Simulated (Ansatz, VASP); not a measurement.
# Se: VASP beside Ansatz

The input INCAR:

```
PREC = Accurate ; ENCUT = 520
EDIFF = 1E-7 ; ISMEAR = -1
SIGMA = 0.03 ; LREAL = False
LASPH = True ; NELM = 100
ALGO = Normal ; ISIF = 2
LWAVE = False ; LCHARG = True
GGA = PE ; LELF = True
LVHAR = True ; NBANDS = 16
```

File KPOINTS:

```
Automatic mesh
0
Gamma
  6 6 5
```

File POSCAR:

```
Se
1.0
    4.3661999489      0.0000000000      0.0000000000
   -2.1830999745      3.7812400738      0.0000000000
    0.0000000000      0.0000000000      4.9536000000
Se
3
Direct
    0.2254000000      0.0000000000      0.3333333333
    0.0000000000      0.2254000000      0.6666666667
    0.7746000000      0.7746000000      0.0000000000
```

Input for Ansatz:

```yaml
crystal:
  lattice:
    - [4.3661999489, 0.0, 0.0]
    - [-2.1830999745, 3.7812400738, 0.0]
    - [0.0, 0.0, 4.9536]
  atoms:
    - { symbol: Se, position: [0.2254, 0.0, 0.3333333333] }
    - { symbol: Se, position: [0.0, 0.2254, 0.6666666667] }
    - { symbol: Se, position: [0.7746, 0.7746, 0.0] }
kpoints:
  mp_grid: { grid: [6, 6, 5] }
  band_path:
    path:
      - [0.0, 0.0, 0.0]
      - [0.5, 0.0, 0.0]
      - [0.3333333333, 0.3333333333, 0.0]
      - [0.0, 0.0, 0.0]
      - [0.0, 0.0, 0.5]
      - [0.5, 0.0, 0.5]
      - [0.3333333333, 0.3333333333, 0.5]
      - [0.0, 0.0, 0.5]
      - [0.5, 0.0, 0.5]
    npoints: 8
scf:
  occupations: { method: fermi_dirac, width: 0.03 }
hamiltonian:
  xc: pbe
  pseudopotentials: { kind: all_electron, lapw: { basis_error: 0.001 } }
output:
  forces: true
  stress: true
  eigenvalues: true
  populations: true
  dos: { projected: true, de: 0.2, e_range: [-14, 8] }
```

Alike in both runs: task single point; functional PBE; k mesh 6 × 6 × 5; occupations fermi-dirac, width 0.03 eV; no spin polarisation.

|  | VASP | Ansatz |
| --- | --- | --- |
| version | VASP 6.6.1 | Ansatz 0.2.0 |
| potentials or method | VASP PAW PBE potentials, release 64 (Se) | all-electron LAPW, scalar-relativistic |
| plane-wave cutoff (eV) | 520 | see its input |

VASP gave:

```
gap on the k mesh at the Fermi level (eV)       : 1.31
pressure (GPa)                                  : 2.9
largest component of the traceless stress (GPa) : 1.21
rms of the force components (eV/Å)              : 0.249
```

Problem. What did Ansatz give for the same quantities?

Solution. gap on the k mesh at the Fermi level (eV): 1.32; pressure (GPa): 2.8; largest component of the traceless stress (GPa): 1.15; rms of the force components (eV/Å): 0.227.

Atom by atom the forces differ by 0.022 eV/Å (rms over components). Ansatz ran all-electron here, so the differences hold the error of VASP's frozen core and of both bases.

Caveats: an odd mesh through Γ misses points on the zone boundary, where band edges often lie.
